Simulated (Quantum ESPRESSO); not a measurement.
Here is a Quantum ESPRESSO 7.5 calculation.

The input scf.in:

```
&CONTROL
  calculation = 'scf'
  prefix = 'pwscf'
  outdir = './tmp'
  pseudo_dir = './pseudo'
/
&SYSTEM
  ibrav = 0
  A = 3.85408551
  nat = 2
  ntyp = 2
  ecutwfc = 80
  nbnd = 15
  occupations = 'smearing'
  smearing = 'fd'
  degauss = 0.00367493
  force_symmorphic = .true.
/
&ELECTRONS
  conv_thr = 4d-10
  electron_maxstep = 120
  mixing_beta = 0.5
/
ATOMIC_SPECIES
Ga    69.7230 Ga.upf
P     30.9738 P.upf
CELL_PARAMETERS alat
   0.0000000000    0.7071067813    0.7071067813
   0.7071067813    0.0000000000    0.7071067813
   0.7071067813    0.7071067813    0.0000000000
ATOMIC_POSITIONS alat
Ga     0.0000000000    0.0000000000    0.0000000000
P      1.0606601720    1.0606601720    1.0606601720
K_POINTS automatic
8 8 8 0 0 0
```

File nscf.in:

```
&CONTROL
  calculation = 'nscf'
  prefix = 'pwscf'
  outdir = './tmp'
  pseudo_dir = './pseudo'
/
&SYSTEM
  ibrav = 0
  A = 3.85408551
  nat = 2
  ntyp = 2
  ecutwfc = 80
  nbnd = 49
  occupations = 'fixed'
  force_symmorphic = .true.
/
&ELECTRONS
  conv_thr = 1d-08
  diago_full_acc = .true.
  diago_thr_init = 1d-06
/
ATOMIC_SPECIES
Ga    69.7230 Ga.upf
P     30.9738 P.upf
CELL_PARAMETERS alat
   0.0000000000    0.7071067813    0.7071067813
   0.7071067813    0.0000000000    0.7071067813
   0.7071067813    0.7071067813    0.0000000000
ATOMIC_POSITIONS alat
Ga     0.0000000000    0.0000000000    0.0000000000
P      1.0606601720    1.0606601720    1.0606601720
K_POINTS automatic
5 5 5 0 0 0
```

Potentials or basis: PseudoDojo 0.4.1 SR LDA standard.

Command:

```sh
$ OMP_NUM_THREADS=1 pw.x -in scf.in > scf.out
$ OMP_NUM_THREADS=1 pw.x -in nscf.in > nscf.out
```

Question: What does it give for the band gap on the k mesh, mean-field level?

Answer: 1.46 eV, indirect (least direct gap 1.60 eV).

Caveat: an odd mesh through Γ misses points on the zone boundary, where band edges often lie.

The gap isn't set beside the measured one, since this odd mesh misses points on the zone boundary.
